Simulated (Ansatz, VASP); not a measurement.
**One calculation of GaN, two programs**

Contents of POSCAR:

```
GaN
1.0
    0.0000000000      2.2489367510      2.2489367510
    2.2489367510      0.0000000000      2.2489367510
    2.2489367510      2.2489367510      0.0000000000
Ga N
1 1
Direct
    0.0000000000      0.0000000000      0.0000000000
    0.7500000000      0.7500000000      0.7500000000
```

Contents of INCAR.step1:

```
  PREC = Accurate
  ENCUT = 520
  ISMEAR = 0
  SIGMA = 0.02
  LREAL = F
  LASPH = T
  NELM = 100
  NBANDS = 16
  GGA = PE
  ALGO = Normal
  EDIFF = 1E-4
  LWAVE = T
  LCHARG = F
```

Contents of INCAR.step2:

```
  PREC = Accurate
  ENCUT = 520
  EDIFF = 1E-6
  ISMEAR = 0
  SIGMA = 0.02
  LREAL = F
  LASPH = T
  NELM = 100
  ALGO = Normal
  ISIF = 2
  LWAVE = F
  LCHARG = F
  METAGGA = R2SCAN
  LMIXTAU = T
  NBANDS = 16
  ISTART = 1
```

File KPOINTS:

```
Automatic mesh
0
Gamma
  10 10 10
```

Input for Ansatz:

```yaml
crystal:
  lattice:
    - [0.0, 2.248936751, 2.248936751]
    - [2.248936751, 0.0, 2.248936751]
    - [2.248936751, 2.248936751, 0.0]
  atoms:
    - { symbol: Ga, position: [0.0, 0.0, 0.0] }
    - { symbol: "N", position: [0.75, 0.75, 0.75] }
basis:
  ecutwfc: 500
kpoints:
  mp_grid: { grid: [10, 10, 10] }
  band_path:
    path:
      - [[0.0, 0.0, 0.0], [-0.5, -0.5, 0.0], [-0.375, -0.375, 0.25]]
      - [[-0.375, 0.0, 0.375], [0.0, 0.0, 0.0], [0.0, 0.0, 0.5], [-0.5, -0.25, 0.25], [-0.5, -0.5, 0.0]]
    npoints: 14
hamiltonian:
  xc: r2scan
scf:
  occupations: { method: gaussian, width: 0.02 }
  n_extra_bands: 6
output:
  forces: true
  stress: true
  eigenvalues: true
  populations: true
  dos: { projected: true, de: 0.02, nscf_kmesh: { grid: [15, 15, 15] } }
  bader: true
```

The cell is a database's computed one.

Alike in both runs: task single point; functional r2SCAN; k mesh 10 × 10 × 10; occupations gaussian, width 0.02 eV; no spin polarisation.

|  | VASP | Ansatz |
| --- | --- | --- |
| version | VASP 6.6.1 | Ansatz 0.2.0 |
| potentials or method | VASP PAW PBE potentials, release 64 (Ga_d, N) | scalar-relativistic, plane waves, PAW |
| plane-wave cutoff (eV) | 520 | 500 |
| valence electrons in the cell | 18 | 18 |

```tsv
	VASP	Ansatz	Ansatz less VASP
gap on the k mesh at the Fermi level (eV)	2.16	2.17	+0.009
least direct gap on the mesh (eV)	2.16	2.17	+0.009
pressure (GPa)	1.1	0.0	-1.07
```

The functional is the same, so the differences come from potentials, cutoffs and numerics.

Caveats: the PAW data sets were made with another functional, which shifts forces and pressure a little (VASP). r2SCAN opens gaps a little over a GGA but as a rule still falls short of measured ones.
